## Why filled and empty InSe levels each shift almost together in G0W0

A quasiparticle level is the energy at which an electron can be removed from a crystal or added to it. The distance between the highest filled and the lowest empty level is the gap, which largely decides where the material begins to absorb light. Here the levels were computed in two steps: a density-functional calculation gave the Kohn–Sham levels $E_\mathrm{KS}$, and a one-shot G0W0 calculation corrected them to the quasiparticle levels $E_\mathrm{QP}$. Both kinds are counted from their own valence top, which lies at a k point outside the table, so the table shows how levels move relative to that top.

One-shot G0W0 levels of InSe (space group C2/m, 4 atoms per cell) from Ansatz 0.2.0, starting from r2SCAN at the r2SCAN+rVV10 geometry, with PAW, a 500 eV plane-wave cutoff, a 4×4×4 k mesh, 400 empty bands and a 140 eV screening cutoff. Kohn–Sham and quasiparticle levels are each counted from their own valence top; v1 is the highest filled band, c1 the lowest empty one.

```csv
band,a (fraction of the reciprocal vector),b (fraction of the reciprocal vector),c (fraction of the reciprocal vector),kohn sham level (eV),quasiparticle level (eV),exchange less vxc (eV),correlation (eV),renormalisation
v2,0,0,0.25,-1.096,-1.114,-2.258,1.857,0.75100
v1,0,0,0.25,-0.412,-0.422,-1.718,1.325,0.76100
c1,0,0,0.25,2.420,2.729,3.620,-3.693,0.79400
c2,0,0,0.25,2.538,3.053,3.842,-3.710,0.77300
v2,0,0,-0.5,-1.054,-1.054,-2.247,1.865,0.75000
v1,0,0,-0.5,-0.051,-0.065,-1.523,1.126,0.76700
c1,0,0,-0.5,1.565,1.997,3.651,-3.601,0.78800
c2,0,0,-0.5,2.837,3.191,3.689,-3.718,0.78400
v2,0,0.25,0.25,-1.168,-1.240,-1.919,1.465,0.75800
v1,0,0.25,0.25,-0.966,-0.979,-2.119,1.724,0.75200
c1,0,0.25,0.25,2.159,2.631,3.759,-3.670,0.78200
c2,0,0.25,0.25,3.070,3.406,3.844,-3.890,0.78900
v2,0,-0.5,0,-1.249,-1.295,-2.015,1.586,0.75400
v1,0,-0.5,0,-1.103,-1.186,-1.820,1.355,0.76300
c1,0,-0.5,0,2.213,2.584,3.686,-3.698,0.79200
c2,0,-0.5,0,3.015,3.445,3.961,-3.913,0.78000
v2,0.25,0.25,0,-1.129,-1.163,-2.310,1.893,0.74600
v1,0.25,0.25,0,-0.895,-0.907,-2.171,1.776,0.75400
c1,0.25,0.25,0,1.967,2.413,3.375,-3.311,0.78000
c2,0.25,0.25,0,3.471,3.803,3.950,-4.000,0.78600
v2,0.25,0.25,-0.5,-0.561,-0.567,-1.958,1.570,0.75700
v1,0.25,0.25,-0.5,-0.255,-0.282,-1.387,0.977,0.76900
c1,0.25,0.25,-0.5,2.128,2.538,3.571,-3.543,0.78500
c2,0.25,0.25,-0.5,3.220,3.612,4.001,-3.992,0.78200
```

The correction has two large parts. The first, $X$, is the column "exchange less vxc": the exact exchange energy of the state minus the exchange-correlation potential that the density functional had used. The second, $C$, is the correlation, which describes how all other electrons respond to the added electron or to the hole left by a removed one. In every row the shift is

$$E_\mathrm{QP}-E_\mathrm{KS}=X+C+0.38\ \text{eV},$$

where the constant is the valence top's own correction with its sign reversed. The renormalisation factor $Z$ does not multiply this sum. That fits a correlation already taken at the final energy, though an unrenormalised first step would add up in the same way.

### Two large parts, one small shift

The point (0, 0, -0.5) has the lowest empty level of the table, c1. Putting exact exchange in place of the functional's potential raises this level by 3.651 eV and lowers the filled level v1 at the same point by 1.523 eV. By itself this step would open the distance between them by $3.651+1.523=5.174$ eV. The levels in fact move apart by only 0.446 eV, because correlation takes back nearly all of it.

The reason is polarisation. When an electron is removed, the others move towards the hole, which lowers the cost of removal and raises the filled level. When an electron is added, the others move out of its way, which lowers the empty level. Both responses push the levels back towards the gap, against the exchange.

The size of what remains can be estimated from the dielectric constant $\varepsilon$, the factor by which a medium weakens the force between charges. The same calculation gives a mean $\varepsilon$ of about 8.7. If screening weakens the whole exchange opening by this factor, $5.174/8.7\approx0.59$ eV survives. This uses no fitted number and is about a third larger than the computed 0.446 eV.

The estimate is too large at all six points, by between 30 and 90 % of the computed opening. It is crude because $X$ also contains the functional's potential, which is not screened in this way. Taking that potential away raises the levels, and the Coulomb hole, the energy gained as other electrons keep away from the one considered, lowers them again. The estimate assumes that these two largely balance. On that assumption, an exchange effect of 5 eV ends as a correction of a few tenths.

### Why different states move alike

The cancellation also works from state to state. At (0, 0, -0.5) the second filled level, v2, has $X=-2.247$ eV, far stronger than the -1.523 eV of v1. Its correlation is stronger by almost the same amount, and the two levels end with shifts that differ by only 0.014 eV.

Theory offers a reason. Where a filled state is built from compact orbitals, an electron in such an orbital has a strong exchange energy with itself, and the concentrated charge of the hole it leaves also polarises the surroundings strongly. Both parts then grow together, with opposite sign. An empty state has no exchange with itself; its $X$ is positive because the functional's potential, which is subtracted, pulls it down more than exact exchange with the filled states does. There the link is expected to run through the electron density: where it is high, the functional's potential is deep, and so is the Coulomb hole that replaces it. Straight lines of $C$ against $X$, fitted separately to the 12 filled and the 12 empty levels, have slopes of -1.01 and -1.03; the output after the text gives their errors. Dividing $X$ by $\varepsilon$, as above, corresponds to a slope of about -0.89, so the rough estimate comes close to the compensation found. That it falls somewhat short is clearer for the filled levels than for the empty ones, whose slope is less certain.

The renormalisation factor fits this picture for the filled levels, though it comes from the same calculated response and is no independent proof. It falls further below 1 the more strongly a state is coupled to the polarisation around it. Ordered by $Z$, the filled levels stand in almost the same order as by $X$: the stronger the exchange part, the smaller the factor. The empty levels show no such clear order. How compact each state is remains an inference, since it was not examined directly.

### Where the compensation slips

Because the parts nearly cancel, a small mismatch between them becomes a visible shift. The level v1 at (0, -0.5, 0) lies at almost the same Kohn–Sham depth as v2 at (0, 0, -0.5), yet it drops by 0.083 eV while the other stays in place. Its exchange pushes it down less, by 0.427 eV, but its correlation lifts it less still, by 0.510 eV. The difference is the whole extra drop.

Two more deep levels behave in this way: v2 at (0, -0.5, 0) and v2 at (0, 0.25, 0.25). These three have the largest downward shifts of all filled levels in the table. Depth alone therefore does not fix the correction; the kind of state matters as well.

The clearest exception among the empty levels is at (0, 0, 0.25). There c1 and c2 are only 0.118 eV apart before the correction and 0.324 eV apart after it. Exchange raises c2 by 0.222 eV more than c1, and correlation, which usually offsets such a difference, takes back only 0.017 eV.

At this point and at (0, -0.5, 0), c2 rises more than c1; at the other four points c1 rises more. A plausible guess is that two bands of different character have changed places. The labels follow energy and would hide such a swap. Plots of the two states along the line between neighbouring points would test it.

### How far a rigid shift can be trusted

The simplest correction, called a scissors shift, moves all empty levels by one amount and all filled levels by another. Fitted to the table, it raises them by 0.40 eV and lowers the filled ones by 0.03 eV. Its typical miss for an empty level is 0.06 eV, and the worst is about twice that. Letting the shift vary linearly with energy hardly improves the prediction of a row left out of the fit, as expected if the character of a state matters more than its energy.

The 0.40 eV itself belongs to this calculation. G0W0 gaps at such settings typically fall 6 to 9 % short of the limit of a complete basis, which for a gap near 2 eV is more than the typical miss of the scissors shift. Spin–orbit coupling, left out here, can also rearrange filled levels that lie close together.

For this crystal, then, a rigid shift is good enough to place the tabulated empty levels within about 0.1 eV of their G0W0 positions. The spacing of two neighbouring bands needs the correction of each state, because at (0, 0, 0.25) the rigid shift would miss nearly two thirds of the final splitting.

Numerical output:

```
shift less sum of both parts, mean, eV: 0.3825
its full spread over all rows, eV: 0.001
same spread if the sum is multiplied by the renormalisation, eV: 0.1412
least share of the c1-v1 exchange opening cancelled by correlation: 0.9117
largest such share: 0.9401
rough share from screening, 1-1/epsilon: 0.8856
fit of state_correlation on 24 rows: coefficient of inv -0.4356 +/- 0.1, coefficient of inc 0.1186 +/- 0.31, coefficient of inv*state_exchange_less_vxc -1.013 +/- 0.051, coefficient of inc*state_exchange_less_vxc -1.027 +/- 0.082; rms 0.0454, worst c2 -0.117, leave-one-out rms 0.0528
fit of shift on 24 rows: coefficient of inv -0.02792 +/- 0.014, coefficient of inc 0.3999 +/- 0.014; rms 0.0458, worst c2 -0.115, leave-one-out rms 0.0499
fit of shift on 24 rows: coefficient of inv -0.003685 +/- 0.031, coefficient of inc 0.5198 +/- 0.062, coefficient of inv*state_kohn_sham_level 0.02926 +/- 0.034, coefficient of inc*state_kohn_sham_level -0.04701 +/- 0.024; rms 0.0412, worst c2 -0.115, leave-one-out rms 0.0466
rms miss of the scissors shift, empty levels, eV: 0.05956
rms miss of the scissors shift, filled levels, eV: 0.02532
rank correlation of renormalisation and exchange part, filled levels: 0.979
rank correlation of renormalisation and shift, empty levels: -0.7552
three odd deep levels less other three deep levels, exchange part, eV: 0.3537
same difference, correlation part, eV: -0.403
same difference, shift, eV: -0.04967
c2 less c1 at (0, 0, 0.25), exchange part, eV: 0.222
c2 less c1 at (0, 0, 0.25), correlation part, eV: -0.017
c2 less c1 at (0, 0, 0.25), shift, eV: 0.206
```
